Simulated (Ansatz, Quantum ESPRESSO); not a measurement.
This is a calculation of MoS2 for Ansatz 0.2.0. 

input.yaml

```yaml
crystal:
  lattice:
    - [3.169, 0.0, 0.0]
    - [-1.5845, 2.7444345046, 0.0]
    - [0.0, 0.0, 12.324]
  atoms:
    - { symbol: Mo, position: [0.6666666667, 0.3333333333, 0.75] }
    - { symbol: Mo, position: [0.3333333333, 0.6666666667, 0.25] }
    - { symbol: S, position: [0.6666666667, 0.3333333333, 0.377] }
    - { symbol: S, position: [0.3333333333, 0.6666666667, 0.877] }
    - { symbol: S, position: [0.6666666667, 0.3333333333, 0.123] }
    - { symbol: S, position: [0.3333333333, 0.6666666667, 0.623] }
hamiltonian:
  xc: pbe
  pseudopotentials: { kind: paw }
kpoints:
  mp_grid: { grid: [10, 10, 3] }
scf:
  occupations: { method: fermi_dirac, width: 0.05 }
output:
  forces: true
  stress: true
  eigenvalues: true
```

Potentials or basis: Ansatz PAW.

The run is started by

```sh
$ ansatz run input.yaml --threads 2 --pin off --max-ram 5120MiB --backend cpu --events-out ev --progress --plain --runs-dir out
```

Task: Set up the same calculation for Quantum ESPRESSO 7.5. Potentials or basis there: SSSP 1.3 efficiency PBE, cutoff 816 eV.

Result: As run (cutoffs and basis follow the program's own potentials, and thresholds, step limits or extra output files can differ):

Contents of pw.in:

```
&CONTROL
  calculation = 'scf'
  prefix = 'pwscf'
  outdir = './tmp'
  pseudo_dir = './pseudo'
  tprnfor = .true.
  tstress = .true.
  disk_io = 'nowf'
/
&SYSTEM
  ibrav = 0
  nat = 6
  ntyp = 2
  ecutwfc = 60
  ecutrho = 440
  nbnd = 36
  occupations = 'smearing'
  smearing = 'fd'
  degauss = 0.00367493
/
&ELECTRONS
  conv_thr = 1.2d-09
  electron_maxstep = 120
  mixing_beta = 0.5
/
ATOMIC_SPECIES
Mo    95.9500 Mo_ONCV_PBE-1.0.oncvpsp.upf
S     32.0600 s_pbe_v1.4.uspp.F.UPF
CELL_PARAMETERS angstrom
   3.1690000000    0.0000000000    0.0000000000
  -1.5845000000    2.7444345046    0.0000000000
   0.0000000000    0.0000000000   12.3240000000
ATOMIC_POSITIONS crystal
Mo     0.6666666667    0.3333333333    0.7500000000
Mo     0.3333333333    0.6666666667    0.2500000000
S      0.6666666667    0.3333333333    0.3770000000
S      0.3333333333    0.6666666667    0.8770000000
S      0.6666666667    0.3333333333    0.1230000000
S      0.3333333333    0.6666666667    0.6230000000
K_POINTS automatic
10 10 3 0 0 0
```

Potentials or basis: SSSP 1.3 efficiency PBE.

Run with:

```console
$ OMP_NUM_THREADS=1 pw.x -in pw.in > pw.out
```

Both were run:

|  | Ansatz | Quantum ESPRESSO |
| --- | --- | --- |
| Pressure | 2.0 GPa | 1.9 GPa |
| Largest force | 0.065 eV/Å | 0.066 eV/Å |

Ansatz's pressure holds a Pulay term of +0.02 GPa for its cutoff of 420 eV, which the other run lacks.

Where Ansatz's input types no cutoff or centring, it takes its own default and a Γ-centred mesh.

Pressure is positive in compression.
